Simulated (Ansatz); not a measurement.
ZnSe: pressure against volume, fitted

```yaml
crystal:
  lattice:
    - [0.00000, 2.83380, 2.83380]
    - [2.83380, 0.00000, 2.83380]
    - [2.83380, 2.83380, 0.00000]
  atoms:
    - { symbol: Zn, position: [0.00000, 0.00000, 0.00000] }
    - { symbol: Se, position: [0.75000, 0.75000, 0.75000] }
```

Atom numbers follow the list: Zn1, Se2.

The cell is COD entry 9008857, as deposited and not checked against the literature; nothing was relaxed.

Method: DFT, PBE, all-electron LAPW, scalar-relativistic (Ansatz 0.2.0).

Numerical set-up: a Γ-centred 8×8×8 k mesh, Fermi–Dirac smearing of 0.03 eV, basis error target 1 meV/atom, no spin polarisation.

The cell is scaled evenly. Fractional coordinates are held (clamped ions).

```
V (Å³/atom)  P (GPa)
     21.391     6.80
     21.846     5.07
     22.074     4.27
     22.301     3.52
     22.529     2.80
     22.757     2.12
     22.984     1.48
     23.212     0.87
     23.439     0.29
     23.667    -0.25
     24.122    -1.26
```

(1) Fit a third-order Birch–Murnaghan curve to the pressures.

(2) Predict the pressure at the withheld volume, 21.403 Å³/atom.

Results:

(1) P = (3B0/2)(y^(7/2) − y^(5/2))[1 + (3/4)(B0′ − 4)(y − 1)] with y = (V0/V)^(2/3) fits within 0.01 GPa for V0 = 23.560 Å³/atom, B0 = 56.5 GPa and B0′ = 4.55.

(2) There y = 1.0661, so the fit gives 6.76 GPa; the run gave 6.76 GPa.
